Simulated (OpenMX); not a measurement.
BaTiO3:

```
Ba Ti O
1.0
     3.99980    0.00000    0.00000
     0.00000    3.99980    0.00000
     0.00000    0.00000    4.01800
Ba Ti O
1 1 3
Direct
  0.00000 0.00000 0.00000
  0.50000 0.50000 0.49000
  0.00000 0.50000 0.51700
  0.50000 0.00000 0.51700
  0.50000 0.50000 0.01900
```

Base run:

* Program: OpenMX 3.8.5
* Functional: PBE
* Potentials or basis: OpenMX 2013 PBE set, Ba10.0-s3p2d2, Ti7.0-s3p2d2, O6.0-s2p2d1, grid cutoff 400 Ry
* k mesh: 7 × 7 × 7
* Occupations: fermi-dirac, width 0.05 eV
* Spin: no spin polarisation

Its results: band gap on the k mesh 1.50 eV, indirect (least direct gap 1.77 eV); pressure 3.9 GPa; largest force 0.417 eV/Å.

Question: The run is repeated on the same cell with these changes: potentials or basis from OpenMX 2013 PBE set, Ba10.0-s3p2d2, Ti7.0-s3p2d2, O6.0-s2p2d1, grid cutoff 400 Ry to OpenMX 2013 PBE set, Ba10.0-s3p2d1, Ti7.0-s2p2d1, O6.0-s2p2, grid cutoff 400 Ry. What comes out?

Answer: Band gap on the k mesh 1.50 eV, indirect (least direct gap 1.78 eV); pressure 5.9 GPa; largest force 0.058 eV/Å.

Caveats: spin-orbit coupling is left out, which moves the levels of the heavy elements; the mesh misses the band edges, which the band path finds closer together; the basis of atomic orbitals isn't converged, which shifts pressures, moduli and gaps; the transition metal has a single d function, too few for pressures, volumes and moments (some runs).
